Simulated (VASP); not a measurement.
**Results of a VASP single-point calculation on KBr (strained rocksalt)**

POSCAR

```
K  Br
 1.0000000000000000
    -0.0140895907000000    3.2881582294000000    3.2881582294000000
     3.2881582294000000   -0.0140895907000000    3.2881582294000000
     3.2881582294000000    3.2881582294000000   -0.0140895907000000
 K   Br
   1   1
Cartesian
  0.0000000000000000  0.0000000000000000  0.0000000000000000
  3.2811134340499994  3.2811134340499994  3.2811134340499990
```

* gap between bands v and c: 4.44 eV
* least direct gap: 4.44 eV

Band v is the last that the valence electrons fill when counted band by band, and c is the next. Levels in eV from the top of v:

```csv
point,v−1,v,c,c+1
Γ,-0.01,0.00,4.44,7.58
X,-0.30,-0.29,5.85,7.21
K,-0.65,-0.35,6.58,8.17
L,-0.36,-0.36,6.59,8.26
W,-0.60,-0.55,7.38,7.38
```

Question: Which of these levels of theory gave these results?
A. r²SCAN
B. PBE
C. PBE with spin–orbit coupling
D. PBEsol
E. LDA
F. PBE0
G. HSE06

Answer: B.

The INCAR was:

```
NSW = 0
ISMEAR = -1
LREAL = .FALSE.
LWAVE = .FALSE.
NELM = 120
IBRION = -1
EDIFF = 1E-7
GGA = PE
LCHARG = .TRUE.
LELF = .TRUE.
ISIF = 2
ENCUT = 520
SIGMA = 0.02
LASPH = .TRUE.
PREC = Accurate
NBANDS = 15
```
